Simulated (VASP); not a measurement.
Input of a VASP 6.6.1 run:

File INCAR:

```
SYSTEM = In2Se3
PREC = Accurate
ENCUT = 600
EDIFF = 1E-7
ISMEAR = 0
SIGMA = 0.03
LREAL = .FALSE.
LASPH = .TRUE.
NELM = 120
ALGO = Fast
ISIF = 3
LWAVE = .FALSE.
LCHARG = .FALSE.
GGA = RE
IVDW = 12
IBRION = 2
NSW = 40
EDIFFG = -0.005
LATTICE_CONSTRAINTS = .TRUE. .TRUE. .FALSE.
KPAR = 2
```

File KPOINTS:

```
regular mesh
0
G
  12 12 1
  0 0 0
```

Contents of POSCAR:

```
In2Se3
1.0
    4.0700000000      0.0000000000      0.0000000000
   -2.0350000000      3.5247233900      0.0000000000
    0.0000000000      0.0000000000     22.7500000000
Se In
3 2
Direct
    0.3333330000      0.6666670000      0.3516483500
    0.6666670000      0.3333330000      0.5120879100
    0.3333330000      0.6666670000      0.6483516500
    0.6666670000      0.3333330000      0.4000000000
    0.0000000000      0.0000000000      0.5868131900
```

Potentials or basis: VASP PAW PBE potentials, release 64 (Se, In_d).

Run with:

```console
$ cat potpaw_PBE.64/Se/POTCAR potpaw_PBE.64/In_d/POTCAR > POTCAR
$ mpirun -np 2 vasp_std > vasp.out
```

Problem. Estimate the band gap on the k mesh.

Solution. 0.94 eV, indirect (least direct gap 0.99 eV).

Problem. Predict the dispersion energy per atom.

Solution. -0.490 eV.

Forces in eV/Å, atoms in the order of the input:
```
Se   0.000  0.000 -0.001
Se   0.000  0.000 -0.004
Se   0.000  0.000  0.001
In   0.000  0.000  0.001
In   0.000  0.000  0.003
```

Caveat: the PAW data sets were made with another functional, which shifts forces and pressure a little; spin-orbit coupling is left out, which moves the levels of the heavy elements. Expect the measured gap to be larger: semilocal functionals such as revPBE lack the derivative discontinuity.
